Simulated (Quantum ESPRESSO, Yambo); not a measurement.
# AlAs (F-43m): Bethe-Salpeter spectra with Yambo, part 2 of 4

How far does the k mesh set the exciton binding of AlAs (F-43m)?

Quantum ESPRESSO 7.5 and Yambo 5.3.0; PBE and many-body steps on it, plane waves. Known limits of the many-body steps: not at the basis limit; no spin-orbit coupling; coarse k mesh; bindings not settled in the k mesh.

So far. Step 4 (Screening and self-energy, 4×4×4 mesh, 115 bands …): The gap on the mesh goes from 1.44 eV to 1.96 eV, a correction of +0.52 eV. Step 5 (Empty states on the mesh, 4×4×4 mesh, 23 bands): On this mesh the gap is 1.438 eV.

**7. Excitons**

Light makes an electron and a hole together. The Bethe-Salpeter equation adds their screened attraction and their exchange, in a window of bands around the gap.

This step: Bethe-Salpeter equation on PBE with a scissors shift, plane waves, norm-conserving pseudopotentials.

Input file bse3.in:

```
optics
bss
bse
em1s
dipoles
rim_cut
RandQpts= 1000000
RandGvec= 1 RL
Chimod= "HARTREE"
BSKmod= "SEX"
BSEmod= "resonant"
BSSmod= "d"
BSENGexx= 20 Ry
BSENGBlk= 4 Ry
% BSEQptR
 1 | 1 |
%
% BSEBands
 11 | 17 |
%
% BEnRange
 0 | 5 | eV
%
% BDmRange
 0.1 | 0.1 | eV
%
BEnSteps= 101
% BLongDir
 1 | 0 | 0 |
%
% BndsRnXs
 10 | 23 |
%
NGsBlkXs= 4 Ry
% LongDrXs
 1 | 1 | 1 |
%
% KfnQP_E
 0.771 | 1.0 | 1.0 |
%
WRbsWF
FFTGvecs= 45 Ry
```

Started as:

```
$ OMP_NUM_THREADS=1 mpirun -n 4 yambo -F bse3.in -J bse3 -C bse3 > bse3.log
```

Output:

```text
 Yambo, version 5.3.0

 [02] CORE Variables Setup
 =========================

  [... cell, symmetries and grids as in the set-up ...]

  [02.05] Energies & Occupations
  ==============================

  [X] === General ===
  [X] Electronic Temperature                        :  0.000000  0.000000 [eV K]
  [X] Bosonic    Temperature                        :  0.000000  0.000000 [eV K]
  [X] Finite Temperature mode                       : no
  [X] El. density                                   :  0.57332E+24 [cm-3]
  [X] Fermi Level                                   :  6.999087 [eV]

  [X] === Gaps and Widths ===
  [X] Conduction Band Min                           :  1.438227 [eV]
  [X] Valence Band Max                              :  0.000000 [eV]
  [X] Filled Bands                                  :  13
  [X] Empty Bands                                   :  14  23
  [X] Direct Gap                                    :  2.050203 [eV]
  [X] Direct Gap localized at k                     :  1
  [X] Indirect Gap                                  :  1.438227 [eV]
  [X] Indirect Gap between kpts                     :   1   7
  [X] Last valence band width                       :  2.822590 [eV]
  [X] 1st conduction band width                     :  2.893521 [eV]

 [03] Transferred momenta grid and indexing
 ==========================================

 [BZ sampling] Q-grid is User defined and/or read from the database

 IBZ Q-points                                      :   8
 BZ  Q-points                                      :   64

 K/Q-points units:
 rlu = crystal or reduced units; cc = cartesian coordinates; iku = interal k-units

 Q [1]          [rlu]:  0.000000  0.000000  0.000000
 Q [2]          [rlu]:  0.81056E-17  0.81056E-17  0.25000
 Q [3]          [rlu]: -0.16211E-16 -0.16211E-16 -0.50000
 Q [4]          [rlu]: -0.97223E-17  0.25000      0.25000
 Q [5]          [rlu]:  0.15221E-16  0.25000      0.50000
 Q [6]          [rlu]: -0.71722E-16  0.25000     -0.25000
 Q [7]          [rlu]:  0.19445E-16 -0.50000     -0.50000
 Q [8]          [rlu]:  0.250000 -0.500000 -0.250000

  [03.01] X + BSE indexes
  =======================

   [03.01.01] Sigma indexes
   ========================

 [04] Coloumb potential Random Integration (RIM)
 ===============================================

  [04.01] RIM initialization
  ==========================

  * Diagonal components only detected *

  8 x (sBL volume)        :  0.101316 [a.u.]
  sBZ random points       :  1000000
  Points outside the sBZ  :   7968281
  RL volume               :  0.810531 [a.u.]
  Integrated volume       :  0.813757 [a.u.]

  [04.02] RIM integrals
  =====================

  Gamma point sphere radius             :  0.084562 [a.u.]
  Points outside the sphere             :   800476
  [Int_sBZ(q=0) 1/q^2]*(Vol_sBZ)^(-1/3) =:  7.776341
                                 should be <:  7.795600

  Summary of Coulomb integrals for non-metallic bands |Q|[au] RIM/Bare

  Q [1] 0.100000E-4 0.997530 * Q [2] 0.254334 1.068862
  Q [4] 0.293679 1.067204 * Q [6] 0.415325 1.029264
  Q [5] 0.487012 1.022872 * Q [3] 0.508667 1.020326
  Q [7] 0.587358 1.017560 * Q [8] 0.656687 1.014592

 [05] External/Internal QP corrections
 =====================================

 [QP_apply] Action to be applied: USER defined scissor

  [05.01]  QP corrections report
  ==============================

  [K+QP] === General ===
  [K+QP] Electronic Temperature                     :  0.000000  0.000000 [eV K]
  [K+QP] Bosonic    Temperature                     :  0.000000  0.000000 [eV K]
  [K+QP] Finite Temperature mode                    : no
  [K+QP] El. density                                :  0.57332E+24 [cm-3]
  [K+QP] Fermi Level                                :  0.000000 [eV]

  [K+QP] === Gaps and Widths ===
  [K+QP] Conduction Band Min                        :  2.209227 [eV]
  [K+QP] Valence Band Max                           :  0.000000 [eV]
  [K+QP] Filled Bands                               :  13
[...]
[K+QP] Indirect Gap                               :  2.209227 [eV]
  [K+QP] Indirect Gap between kpts                  :   1   7
  [K+QP] Last valence band width                    :  2.822590 [eV]
  [K+QP] 1st conduction band width                  :  2.893521 [eV]

  [coarse-grid] Minimum Bare Gap        [ev]:  1.438227
  [coarse-grid] Minimum Gap Correction  [ev]:  0.771000

  Eqp @ K [1]
  -183.9871 -127.3699 -127.3699 -127.3699  -34.3868  -34.3868  -34.3868  -34.3762
   -34.3762     -11.8696    -0.199754E-5 -0.123515E-5   0.00000      2.82120      5.06283      5.06284
    5.06284   9.65774   9.81506   9.81506  12.22550  12.22550  12.22550
  Eqp @ K [2]
  -183.9871 -127.3700 -127.3700 -127.3700  -34.3867  -34.3863  -34.3863  -34.3762
  -34.37616 -11.29320  -3.38433  -0.47894  -0.47894   3.38748   5.68681   5.68681
    7.22606   9.10131   9.10131  10.18529  13.16773  15.84296  15.84296
  Eqp @ K [3]
  -183.9871 -127.3700 -127.3700 -127.3700  -34.3865  -34.3859  -34.3859  -34.3760
  -34.37604 -10.45248  -5.56733  -0.82500  -0.82500   2.91419   5.45622   5.45622
    8.53139  11.97107  12.34593  12.34593  12.92923  12.92923  13.85016
  Eqp @ K [4]
[...]
7.61208   8.22107  10.91738  13.03783  14.12064  14.12065  14.70193
  Eqp @ K [5]
[...]
-34.37571 -10.22256  -5.04286  -2.72706  -1.61474   3.33563   5.94569   7.15764
    7.71593  11.11199  12.24623  13.71303  13.96354  13.98488  18.08570
  [... 2 further k-points ...]
  Eqp @ K [8]
  -183.9871 -127.3700 -127.3700 -127.3700  -34.3865  -34.3860  -34.3849  -34.3764
  -34.37572  -9.87229  -5.08388  -3.17552  -2.82259   5.10275   6.41678   6.47718
    6.84026  11.37726  13.14726  13.37092  14.77971  17.07146  17.82883

 [06] Dipoles
 ============

  [06.01] Setup: observables and procedures
  =========================================

  [WARNING] [r,Vnl^pseudo] included in position and velocity dipoles.

  [WARNING] In case H contains other non local terms, these are neglected

 [07] Static Dielectric Matrix
 =============================

 [WR./bse3//ndb.em1s]------------------------------------------------------------
  Brillouin Zone Q/K grids (IBZ/BZ)                :    8   64    8   64
  RL vectors                                       :  1591 [WF]
  Coulomb cutoff potential                         : none
  Electronic Temperature                           :  0.000000 [K]
  Bosonic    Temperature                           :  0.000000 [K]
  Static diel. fun.  energies                      : Perdew, Burke & Ernzerhof(X)+Perdew, Burke & Ernzerhof(C)
  wavefunctions                                    : Perdew, Burke & Ernzerhof(X)+Perdew, Burke & Ernzerhof(C)
  Global Gauge                                     : length
  X matrix size                                    :   59
  X band range                                     :  10  23
  X e/h energy range                               : -1.000000 -1.000000 [eV]
  X Time ordering                                  : T
  X Hxc Kernel                                     : HARTREE
  X Drude frequency                                :  0.000000  0.000000
  X poles                                          :  100.0000 [o/o]
  RL vectors in the sum                            :  1591
  [r,Vnl] included                                 : yes
  Field direction                                  :  0.577350E-5  0.577350E-5  0.577350E-5
  BZ energy Double Grid                            : no
  BZ energy DbGd points                            : 0
  BZ Q point size factor                           : -1.000000
  X Optical Averaged directions                    : none

 [08] Bethe Salpeter Equation driver
 ===================================

  [08.01] Bethe Salpeter Equation @q1
  ===================================

   [08.01.01] Transition pre-analysis @q1
   ======================================

   [08.01.02] Transition Groups build-up @q1
   =========================================

   [BSK] Transition groups (total):  16
   [BSK] Size (resonant):   768
   [BSK]         (total):   768
   [BSK] N. of matrices :  1

   [08.01.03] Loading Dipoles @q1
   ==============================

   [08.01.04] Independent Particles properties @q1
   ===============================================

   ==========================================================

   [BSE] Exchange components :   531
   [BSE] Correlation components :   59  259

    [08.01.05.01] Screened interaction header I/O
    =============================================

    [08.01.05.02] Main kernel loop
    ==============================

    [08.01.05.03] Wave-Function Phases
    ==================================

    [BSE] WF phases found       :  35.45387 [o/o]

   [08.01.06] BSE solver(s) @q1
   ============================

   [08.01.07] Diago Solver @q1
   ===========================

 [11] Game Over & Game summary
```

Run time: 6 s. Hardware: 4 MPI ranks of Arm Neoverse V1, shared host; peak memory 1.1 GiB; 20 s of CPU time.

Numbers from this step:

- transitions in the window: 768
- direct gap of the transition levels: 2.821 eV
- lowest state: 2.644 eV
- first strong exciton (over a fiftieth of the strongest listed): 2.644 eV
- binding of the lowest state below the direct gap: 0.1770 eV
- Coulomb term of one mesh cell: 0.2018 eV

The binding is 0.88 times the screened Coulomb term of one mesh cell (0.20 eV), so it is not shown settled.

The lowest state lies at 2.644 eV, 0.177 eV under the direct gap.

Lines within 3 meV are set at the lowest of them, and the highest group, which the list may cut short, is left out. Lines of the exciton spectrum (strongest = 100):

| position (eV) | lines merged | strength, relative |
| --- | --- | --- |
| 2.644 | 3 | 37 |
| 3.479 | 3 | 100 |
| 3.527 | 3 | 0.0 |
| 3.544 | 2 | 0.0 |
| 3.701 | 3 | 11 |
| 3.714 | 3 | 0.0 |
| 3.719 | 3 | 0.0 |

The ε₂ has structure finer than the step of the table below, so its rows give means over 0.2 eV, whole bins alone (the curve runs from 0 to 5 eV). Peaks (eV: height): BSE 2.65: 36.9, 3.50: 94.3, 4.70: 48.3; no electron-hole interaction 2.80: 19.7, 3.85: 60.7, 4.95: 74.8.

Field along x; broadening 0.1 eV; transition window only. Limits: finite bands, cutoff and mesh; no spin-orbit coupling; coarse k mesh; exciton not shown settled in the k mesh. ε₂ against photon energy; means over each step:

| photon energy (eV) | BSE | no electron-hole interaction |
| --- | --- | --- |
| 0.2 | 0.216 | 0.156 |
| 0.4 | 0.246 | 0.174 |
| 0.6 | 0.282 | 0.196 |
| 0.8 | 0.328 | 0.222 |
| 1.0 | 0.388 | 0.254 |
| 1.2 | 0.467 | 0.295 |
| 1.4 | 0.578 | 0.348 |
| 1.6 | 0.741 | 0.421 |
| 1.8 | 1.00 | 0.527 |
| 2.0 | 1.48 | 0.693 |
| 2.2 | 2.60 | 0.996 |
| 2.4 | 6.86 | 1.71 |
| 2.6 | 27.1 | 4.64 |
| 2.8 | 15.0 | 15.9 |
| 3.0 | 7.57 | 7.09 |
| 3.2 | 14.1 | 3.88 |
| 3.4 | 61.7 | 5.79 |
| 3.6 | 52.2 | 18.9 |
| 3.8 | 17.5 | 52.2 |
| 4.0 | 10.4 | 26.7 |
| 4.2 | 19.6 | 10.5 |
| 4.4 | 25.7 | 13.9 |
| 4.6 | 42.7 | 18.7 |
| 4.8 | 32.4 | 36.6 |

**8. Triplet (no exchange term)**

bse4.in, as its differences from bse3.in of step 7:

```diff
@@ -12,3 +12,3 @@
 BSSmod= "d"
-BSENGexx= 20 Ry
+BSENGexx= 1 RL
 BSENGBlk= 4 Ry
```

Started as:

```
$ OMP_NUM_THREADS=1 mpirun -n 4 yambo -F bse4.in -J bse4,bse3_W -C bse4 > bse4.log
```

Output:

```text
 Yambo, version 5.3.0

 [02] CORE Variables Setup
 =========================

  [... cell, symmetries and grids as in the set-up ...]

  [02.05] Energies & Occupations
  ==============================

  [X] === General ===
  [X] Electronic Temperature                        :  0.000000  0.000000 [eV K]
  [X] Bosonic    Temperature                        :  0.000000  0.000000 [eV K]
  [X] Finite Temperature mode                       : no
  [X] El. density                                   :  0.57332E+24 [cm-3]
  [X] Fermi Level                                   :  6.999087 [eV]

  [X] === Gaps and Widths ===
  [X] Conduction Band Min                           :  1.438227 [eV]
  [X] Valence Band Max                              :  0.000000 [eV]
  [X] Filled Bands                                  :  13
  [X] Empty Bands                                   :  14  23
  [X] Direct Gap                                    :  2.050203 [eV]
  [X] Direct Gap localized at k                     :  1
  [X] Indirect Gap                                  :  1.438227 [eV]
  [X] Indirect Gap between kpts                     :   1   7
  [X] Last valence band width                       :  2.822590 [eV]
  [X] 1st conduction band width                     :  2.893521 [eV]

 [03] Transferred momenta grid and indexing
 ==========================================

 IBZ Q-points                                      :   8
 BZ  Q-points                                      :   64

 K/Q-points units:
 rlu = crystal or reduced units; cc = cartesian coordinates; iku = interal k-units

 Q [1]          [rlu]:  0.000000  0.000000  0.000000
 Q [2]          [rlu]:  0.81056E-17  0.81056E-17  0.25000
 Q [3]          [rlu]: -0.16211E-16 -0.16211E-16 -0.50000
[...]
[K+QP] Indirect Gap                               :  2.209227 [eV]
  [K+QP] Indirect Gap between kpts                  :   1   7
  [K+QP] Last valence band width                    :  2.822590 [eV]
  [K+QP] 1st conduction band width                  :  2.893521 [eV]

  [coarse-grid] Minimum Bare Gap        [ev]:  1.438227
  [coarse-grid] Minimum Gap Correction  [ev]:  0.771000

  Eqp @ K [1]
  -183.9871 -127.3699 -127.3699 -127.3699  -34.3868  -34.3868  -34.3868  -34.3762
   -34.3762     -11.8696    -0.199754E-5 -0.123515E-5   0.00000      2.82120      5.06283      5.06284
    5.06284   9.65774   9.81506   9.81506  12.22550  12.22550  12.22550
  Eqp @ K [2]
  -183.9871 -127.3700 -127.3700 -127.3700  -34.3867  -34.3863  -34.3863  -34.3762
[...]
7.22606   9.10131   9.10131  10.18529  13.16773  15.84296  15.84296
  Eqp @ K [3]
[...]
8.53139  11.97107  12.34593  12.34593  12.92923  12.92923  13.85016
  Eqp @ K [4]
[...]
7.61208   8.22107  10.91738  13.03783  14.12064  14.12065  14.70193
  Eqp @ K [5]
[...]
7.71593  11.11199  12.24623  13.71303  13.96354  13.98488  18.08570
  [... 2 further k-points ...]
  Eqp @ K [8]
  -183.9871 -127.3700 -127.3700 -127.3700  -34.3865  -34.3860  -34.3849  -34.3764
  -34.37572  -9.87229  -5.08388  -3.17552  -2.82259   5.10275   6.41678   6.47718
    6.84026  11.37726  13.14726  13.37092  14.77971  17.07146  17.82883

 [06] Dipoles
 ============

  [06.01] Setup: observables and procedures
  =========================================

  [WARNING] [r,Vnl^pseudo] included in position and velocity dipoles.

  [WARNING] In case H contains other non local terms, these are neglected

 [07] Static Dielectric Matrix
 =============================

    [08.01.05.02] Main kernel loop
    ==============================

    [08.01.05.03] Wave-Function Phases
    ==================================

    [BSE] WF phases found       :  35.45387 [o/o]

   [08.01.06] BSE solver(s) @q1
   ============================

   [08.01.07] Diago Solver @q1
   ===========================

 [11] Game Over & Game summary
```

Elapsed: 3.6 s, on 4 MPI ranks; peak memory 1.2 GiB.

The lowest triplet lies at 2.615 eV; without spin-orbit coupling triplets are dark, so no spectrum is read.

**9. Empty states on the mesh, 6×6×6 mesh, 23 bands**

This step: Quantum ESPRESSO 7.5; DFT, PBE, plane waves, norm-conserving pseudopotentials.

Input file pw.in:

```
&control
  calculation = 'nscf'
  prefix = 'x'
  outdir = 'o'
  pseudo_dir = 'pseudo'
/
&system
  ibrav = 0
  nat = 2
  ntyp = 2
  ecutwfc = 100.0
  nbnd = 23
  force_symmorphic = .true.
/
&electrons
  conv_thr = 1e-9
  electron_maxstep = 80
  diago_full_acc = .true.
  diago_thr_init = 5e-6
/
ATOMIC_SPECIES
  Al 26.982 Al.upf
  As 74.922 As.upf
CELL_PARAMETERS angstrom
  0.0000000000 2.8304000000 2.8304000000
  2.8304000000 0.0000000000 2.8304000000
  2.8304000000 2.8304000000 -0.0000000000
ATOMIC_POSITIONS crystal
  Al 0.0000000000 0.0000000000 0.0000000000
  As 0.2500000000 0.2500000000 0.2500000000
K_POINTS automatic
  6 6 6 0 0 0
```

Started as:

```
$ OMP_NUM_THREADS=1 mpirun -n 4 pw.x -nk 4 -in pw.in > pw.out
```

Output:

```text
[banner, memory and clock lines left out]
Program PWSCF v.7.5 starts

     Atomic positions and unit cell read from directory:
     o/x.save/

     Message from routine setup:
     using ibrav=0 with symmetry is DISCOURAGED, use correct ibrav instead

     G-vector sticks info

     bravais-lattice index     =            0
     lattice parameter (alat)  =       7.5642  a.u.
     unit-cell volume          =     306.0343 (a.u.)^3
     number of atoms/cell      =            2
     number of atomic types    =            2
     number of electrons       =        26.00
[...]
-27.3771  -4.6027   4.9034   6.7361   6.7361   9.8228  11.7273  11.7273
    12.1970  15.2544  15.2544  16.7551  18.0506  20.4705  20.4706

          k = 0.2357 0.2357-0.2357 (  5159 PWs)   bands (ev):

  -176.9881-120.3709-120.3709-120.3709 -27.3875 -27.3870 -27.3870 -27.3770
   -27.3770  -3.9251   2.5094   6.3357   6.3357   9.3686  11.8658  11.8658
    14.5041  16.0682  16.0682  16.3825  20.9552  22.3956  22.3956

          k =-0.3536-0.3536 0.3536 (  5168 PWs)   bands (ev):

     [... further k-points ...]

     highest occupied, lowest unoccupied level (ev):     6.9991    8.4373

     XML data file, pseudopotentials, collected wavefunctions
```

Run time: 3.4 s. Hardware: 4 MPI ranks; peak memory 0.29 GiB; 13 s of CPU time.

Numbers from this step:

| Item | Value |
| --- | --- |
| gap | 1.438 eV |
| k of the valence top | 0, 0, 0 |
| k of the conduction bottom | 0, -0.5, -0.5 |
| least direct gap | 2.050 eV |
| k points computed | 16 |
| lowest point of the top converged band, above the valence top | 11.45 eV |

On this mesh the gap is 1.438 eV.

**10. Conversion and set-up**

This step: Yambo 5.3.0; conversion and set-up on PBE, plane waves, norm-conserving pseudopotentials.

Started as:

```
$ (cd o/x.save; p2y > p2y.log; mv SAVE ../..); yambo > setup.log
```

Output:

```text
 Yambo, version 5.3.0

 [02] CORE Variables Setup
 =========================

  [02.01] Unit cells
  ==================

  Cell kind             :  FCC
  Atoms in the cell     :  Al  As
  number of Al atoms    :  1
  number of As atoms    :  1

  List of atomic masses
  Mass of Al    :  26.98200
  Mass of As    :  74.92200

  List of atomic coordinates    : [cc]
  Al1       :  0.000000  0.000000  0.000000  order 1
  As1       :  2.674340  2.674340  2.674340  order 2

  Alat factors          :  5.348681  5.348681  5.348681 [a.u.]
  Direct lattice volume :  306.0343 [a.u.]
[...]
Q [ 1]         [rlu]:  0.000000  0.000000  0.000000
 Q [ 2]         [rlu]: -0.79762E-17  0.59016E-17  0.16667
 Q [ 3]         [rlu]: -0.15952E-16  0.11803E-16  0.33333
[...]
Q [ 8]         [rlu]: -0.16211E-16  0.16667     -0.33333
 Q [ 9]         [rlu]: -0.11803E-16  0.16667     -0.16667
 Q [10]         [rlu]: -0.12963E-16  0.33333      0.33333
     [... 4 further rows ...]
 Q [15]         [rlu]:  0.166667  0.333333 -0.333333
 Q [16]         [rlu]:  0.166667 -0.500000 -0.333333

  [03.01] X indexes
  =================

   [03.01.01] Sigma indexes
   ========================

 [06] Game Over & Game summary
```

The job ended after 3.2 s (1 MPI rank; peak memory 0.26 GiB).

(Part 2 of 4 ends here.)

[Paths, hosts, dates, memory and timing lines, banners, echoed tables and standing remarks are left out of the program output.]

[Logs are printed without paths, hosts, clocks, repeated set-up lines and the standing remarks that a program may print on its own settings, such as how far it seeks lower states.]

[Runs of the session that timed out or met a known fault of the program may be left out.]

[Hosts, paths, dates, database ids (printed as entryN), source tags and the programs' standing remarks are cut or masked in the printed files.]
